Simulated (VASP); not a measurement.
Here is a VASP 6.6.1 calculation.

INCAR

```
SYSTEM = SrO
ALGO = Fast ; EDIFF = 1E-6
ENCUT = 520 ; GGA = PE
ISIF = 2 ; ISMEAR = 0
LASPH = .TRUE. ; LCHARG = .TRUE.
LELF = .TRUE. ; LREAL = .FALSE.
LVHAR = .TRUE. ; LWAVE = .FALSE.
NBANDS = 24 ; NELM = 100
PREC = Accurate ; SIGMA = 0.05
```

File KPOINTS:

```
k-points
0
G
  9 9 8
  0 0 0
```

POSCAR

```
SrO
1.0
    0.0000000000     -2.5975079636     -2.5975079636
   -2.5975079636      0.0000000000     -2.5975079636
    2.5975079636      2.5975079636     -5.1950159271
Sr O
2 2
Direct
    0.0013619915     -0.0040859746      0.0013619915
    0.5013619915      0.4959140254      0.5013619915
    0.6779484766      0.8556450739      0.7425409303
    0.3071333786      0.1891093606      0.2425409249
```

Potentials or basis: VASP PAW PBE potentials, release 64 (Sr_sv, O).

The run is started by

```console
$ cat potpaw_PBE.64/Sr_sv/POTCAR potpaw_PBE.64/O/POTCAR > POTCAR
$ mpirun -np 1 vasp_std > vasp.out
```

Question: Predict the pressure.

Answer: 3.3 GPa.

Question: Estimate the largest force.

Answer: 1.525 eV/Å.

Question: What does it give for the band gap on the k mesh?

Answer: 3.25 eV, indirect (least direct gap 3.42 eV).

Forces in eV/Å, atoms in the order of the input:
```
Sr   0.072 -0.028 -0.002
Sr  -0.744 -0.075  0.037
O    1.387 -0.617  0.148
O   -0.715  0.719 -0.184
```

Caveat: an odd mesh through Γ misses points on the zone boundary, where band edges often lie; forces of over 1 eV/Å show positions far from the minimum, so gaps and moduli don't describe the material at rest.
